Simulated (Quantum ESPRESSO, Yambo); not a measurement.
# BeTe (F-43m): G0W0 in Yambo against the bands, part 2 of 2

How does the gap of BeTe (F-43m) converge in the bands?

Yambo 5.3.0; PBE and many-body steps on it, plane waves. Known limits of the many-body steps: not at the basis limit; no spin-orbit coupling; coarse k mesh.

So far. Step 4 (149 bands): Against the run before, the gap moves by +0.112 eV.

## 5. 262 bands

Level of this step: G0W0 on PBE, plane waves, norm-conserving pseudopotentials (Yambo).

gw4.in

```
HF_and_locXC
gw0
dyson
ppa
em1d
rim_cut
RandQpts= 1000000
RandGvec= 1 RL
EXXRLvcs= 88 Ry
VXCRLvcs= 352 Ry
Chimod= "HARTREE"
% BndsRnXp
 1 | 262 |
%
NGsBlkXp= 15.5 Ry
% LongDrXp
 1 | 1 | 1 |
%
% GbndRnge
 1 | 262 |
%
DysSolver= "n"
ExtendOut
PPAPntXp= 27.21138 eV
% QPkrange
 1 | 1 | 13 | 16 |
 7 | 7 | 13 | 16 |
%
```

Run with:

```
> OMP_NUM_THREADS=1 mpirun -n 4 yambo -F gw4.in -J gw4 -C gw4 > gw4.log
```

Output:

```text
 Yambo, version 5.3.0

 [02] CORE Variables Setup
 =========================

  [... cell, symmetries and grids as in the set-up ...]

  [02.05] Energies & Occupations
  ==============================

  [X] === General ===
  [X] Electronic Temperature                        :  0.000000  0.000000 [eV K]
  [X] Bosonic    Temperature                        :  0.000000  0.000000 [eV K]
  [X] Finite Temperature mode                       : no
  [X] El. density                                   :  0.61673E+24 [cm-3]
[...]
QP @ state[ 1 ] b range                          :  13  16
   QP @ state[ 2 ] K range                          :   7   7
   QP @ state[ 2 ] b range                          :  13  16
   GF energies kind                                 : Perdew, Burke & Ernzerhof(X)+Perdew, Burke & Ernzerhof(C)
   GF WF`s kind                                     : Perdew, Burke & Ernzerhof(X)+Perdew, Burke & Ernzerhof(C)
   Xs energies kind                                 : Perdew, Burke & Ernzerhof(X)+Perdew, Burke & Ernzerhof(C)
   Xs WF`s kind                                     : Perdew, Burke & Ernzerhof(X)+Perdew, Burke & Ernzerhof(C)

 [11] Game Over & Game summary
```

It took 4.1 min on 4 MPI ranks of Arm Neoverse V2, shared host; peak memory 2.2 GiB.

This step gave:

```
G0W0 gap on the points computed              : 2.907 eV
starting gap on the mesh                     : 2.027 eV
k of the valence top                         : 0, 0, 0
k of the conduction bottom                   : 0, -0.5, -0.5
least direct G0W0 gap on the computed points : 4.757 eV
```

Against the run before, the gap moves by +0.063 eV.

## 6. 397 bands

gw5.in, as its differences from gw4.in of step 5:

```diff
@@ -12,3 +12,3 @@
 % BndsRnXp
- 1 | 262 |
+ 1 | 397 |
 %
@@ -19,3 +19,3 @@
 % GbndRnge
- 1 | 262 |
+ 1 | 397 |
 %
```

Run with:

```
> OMP_NUM_THREADS=1 mpirun -n 4 yambo -F gw5.in -J gw5 -C gw5 > gw5.log
```

Output:

```text
 Yambo, version 5.3.0

 [02] CORE Variables Setup
 =========================

  [... cell, symmetries and grids as in the set-up ...]

  [02.05] Energies & Occupations
  ==============================

  [X] === General ===
  [X] Electronic Temperature                        :  0.000000  0.000000 [eV K]
  [X] Bosonic    Temperature                        :  0.000000  0.000000 [eV K]
  [X] Finite Temperature mode                       : no
  [X] El. density                                   :  0.61673E+24 [cm-3]
[...]
QP @ state[ 1 ] b range                          :  13  16
   QP @ state[ 2 ] K range                          :   7   7
   QP @ state[ 2 ] b range                          :  13  16
   GF energies kind                                 : Perdew, Burke & Ernzerhof(X)+Perdew, Burke & Ernzerhof(C)
   GF WF`s kind                                     : Perdew, Burke & Ernzerhof(X)+Perdew, Burke & Ernzerhof(C)
   Xs energies kind                                 : Perdew, Burke & Ernzerhof(X)+Perdew, Burke & Ernzerhof(C)
   Xs WF`s kind                                     : Perdew, Burke & Ernzerhof(X)+Perdew, Burke & Ernzerhof(C)

 [11] Game Over & Game summary
```

Run time: 6.3 min. Hardware: 4 MPI ranks; peak memory 2.7 GiB; 25 min of CPU time.

Numbers from this step:

| Item | Value |
| --- | --- |
| G0W0 gap on the points computed | 2.930 eV |
| starting gap on the mesh | 2.027 eV |
| k of the valence top | 0, 0, 0 |
| k of the conduction bottom | 0, -0.5, -0.5 |
| least direct G0W0 gap on the computed points | 4.775 eV |

Against the run before, the gap moves by +0.024 eV.

## 7. 549 bands

gw6.in, as its differences from gw5.in of step 6:

```diff
@@ -12,3 +12,3 @@
 % BndsRnXp
- 1 | 397 |
+ 1 | 549 |
 %
@@ -19,3 +19,3 @@
 % GbndRnge
- 1 | 397 |
+ 1 | 549 |
 %
```

Run with:

```
> OMP_NUM_THREADS=1 mpirun -n 4 yambo -F gw6.in -J gw6 -C gw6 > gw6.log
```

Output:

```text
 Yambo, version 5.3.0

 [02] CORE Variables Setup
 =========================

  [... cell, symmetries and grids as in the set-up ...]

  [02.05] Energies & Occupations
  ==============================

  [X] === General ===
  [X] Electronic Temperature                        :  0.000000  0.000000 [eV K]
  [X] Bosonic    Temperature                        :  0.000000  0.000000 [eV K]
  [X] Finite Temperature mode                       : no
  [X] El. density                                   :  0.61673E+24 [cm-3]
[...]
QP @ state[ 1 ] b range                          :  13  16
   QP @ state[ 2 ] K range                          :   7   7
   QP @ state[ 2 ] b range                          :  13  16
   GF energies kind                                 : Perdew, Burke & Ernzerhof(X)+Perdew, Burke & Ernzerhof(C)
   GF WF`s kind                                     : Perdew, Burke & Ernzerhof(X)+Perdew, Burke & Ernzerhof(C)
   Xs energies kind                                 : Perdew, Burke & Ernzerhof(X)+Perdew, Burke & Ernzerhof(C)
   Xs WF`s kind                                     : Perdew, Burke & Ernzerhof(X)+Perdew, Burke & Ernzerhof(C)

 [11] Game Over & Game summary
```

It took 8.5 min on 4 MPI ranks; peak memory 3.3 GiB.

Numbers from this step:

```yaml
g0w0_gap_on_the_points_computed: 2.941 eV
starting_gap_on_the_mesh: 2.027 eV
k_of_the_valence_top: 0, 0, 0
k_of_the_conduction_bottom: 0, -0.5, -0.5
least_direct_g0w0_gap_on_the_computed_points: 4.783 eV
```

Against the run before, the gap moves by +0.010 eV.

## 8. Side by side

Times are wall times on 4 MPI ranks of Arm Neoverse V2, shared host, good to a factor of about two.

```
      run   mesh  bands  screening cutoff (eV)  DFT gap (eV)  gap on the mesh (eV)  direct (eV)     time
 45 bands  4×4×4     45                  210.9         2.027                 2.636        4.606     43 s
 80 bands  4×4×4     80                  210.9         2.027                 2.732        4.636     75 s
149 bands  4×4×4    149                  210.9         2.027                 2.844        4.709  2.3 min
262 bands  4×4×4    262                  210.9         2.027                 2.907        4.757  4.1 min
397 bands  4×4×4    397                  210.9         2.027                 2.930        4.775  6.3 min
549 bands  4×4×4    549                  210.9         2.027                 2.941        4.783  8.5 min
```

## 9. What came out

| Property | Result |
| --- | --- |
| 45 bands | 2.636 eV |
| 80 bands | 2.732 eV |
| 149 bands | 2.844 eV |
| 262 bands | 2.907 eV |
| 397 bands | 2.930 eV |
| 549 bands | 2.941 eV |
| known limits | not at the basis limit; no spin-orbit coupling; coarse k mesh |

The setting moved: bands. From 45 bands to 549 bands the gap moves by +0.30 eV, for 12 times the time. The last step still moves it by +0.010 eV. Bands and screening cutoff are coupled, so a series along one setting does not show full convergence. Bands and cutoff are finite, so the gap is not at the basis limit. The miss can reach some tenths of an eV and take either sign; the mesh is an error of its own. In the G0W0 runs levels were corrected at 2 k points alone, so a gap called «on the mesh» is the least over those, and an edge elsewhere would be missed. The 4×4×4 mesh is coarse for this cell, which bears on the long-range parts of exchange and screening. The many-body steps are scalar-relativistic: spin-orbit coupling is not in them.

[Paths, hosts, dates, memory and timing lines, banners, echoed tables and standing remarks are left out of the program output.]

[Logs are printed without paths, hosts, clocks, repeated set-up lines and the standing remarks that a program may print on its own settings, such as how far it seeks lower states.]

[Runs of the session that timed out or met a known fault of the program may be left out.]

[Hosts, paths, dates, database ids (printed as entryN), source tags and the programs' standing remarks are cut or masked in the printed files.]
